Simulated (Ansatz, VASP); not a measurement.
GaSb in VASP and in Ansatz

```
Ga Sb
1.0
     0.00000    3.10692    3.10692
     3.10692    0.00000    3.10692
     3.10692    3.10692    0.00000
Ga Sb
1 1
Cartesian
  0.0000 0.0000 0.0000
  1.5535 1.5535 1.5535
```

Alike in both runs: functional PBE; k mesh 12 × 12 × 12; occupations gaussian, width 0.1 eV; no spin polarisation.

Ansatz relaxed the structure, and its values are those at the end. VASP's run is a single point on that final structure, the one shown.

|  | VASP | Ansatz |
| --- | --- | --- |
| version | VASP 6.6.1 | Ansatz 0.2.0 |
| potentials or method | VASP PAW PBE potentials, release 64 (Ga_d, Sb) | scalar-relativistic, plane waves, PAW |
| plane-wave cutoff (eV) | 520 | 420 |
| valence electrons in the cell | 18 | 28 |

VASP gave:

```
gap on the k mesh at the Fermi level (eV) : none
pressure (GPa)                            : 0.1
```

What did Ansatz give for the same quantities?

gap on the k mesh at the Fermi level (eV): none; pressure (GPa): 0.0.

A gap of «none» marks a metal or a gap that the smearing closes. The two sets of potentials don't hold the same shells in valence.

Caveats: this crystal is a semiconductor, whose small gap the functional closes, so the metal is an error of the method. Spin-orbit coupling is left out, which matters for the levels of Sb.
